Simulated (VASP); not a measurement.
## BaS: single point with PBE

BaS:

```
Ba S
1.0
     0.00000    3.21180    3.29402
     3.21180    0.00000    3.29402
     3.21180    3.21180    0.00000
Ba S
1 1
Direct
  0.00000 0.00000 0.00000
  0.50000 0.50000 0.50000
```

The cell was built by a generator and needn't be a form met in nature.

The cell isn't the ideal one: uniaxial_z strain +2.6%.

```yaml
Program: VASP 6.6.1
Task: single point
Functional: PBE
Potentials_or_basis: VASP PAW PBE potentials, release 64 (Ba_sv, S)
Cutoff: 520 eV
k_mesh: 8 × 8 × 8
Occupations: fermi-dirac, width 0.02 eV
Spin: no spin polarisation
Dipole_correction: no
Further_INCAR_settings: ALGO = Fast; EDIFF = 1e-06; NBANDS = 15
```

| Item | Value |
| --- | --- |
| Pressure | -0.3 GPa |
| Band gap on the k mesh | 2.15 eV, indirect (least direct gap 2.30 eV) |

Stress tensor (GPa, compression positive):
```
 0.23  0.00  0.00
 0.00  0.23  0.00
 0.00  0.00 -1.46
```

Levels at points of the mesh, in eV from the valence-band top:
```
           k point  band 5  band 6  band 7  band 8  band 9  band 10  band 11  band 12
(0.00, 0.00, 0.00)  -10.32   -0.07    0.00    0.00    3.35     3.73     3.89     3.89
(0.50, 0.00, 0.00)   -9.26   -1.87   -1.04   -1.03    5.37     5.53     6.10     6.15
(0.50, 0.50, 0.00)  -10.23   -0.66   -0.15   -0.15    2.16     5.75     5.77     7.25
(0.50, 0.00, 0.50)  -10.23   -0.55   -0.23   -0.16    2.15     5.65     5.93     7.12
```

Wall time 57 s on 1 thread of Intel(R) Xeon(R) Platinum 8488C (Sapphire Rapids), with other jobs on the host, peak memory 0.24 GiB.

Caveat: spin-orbit coupling is left out, which moves the levels of the heavy elements. A k mesh can miss the band edges.
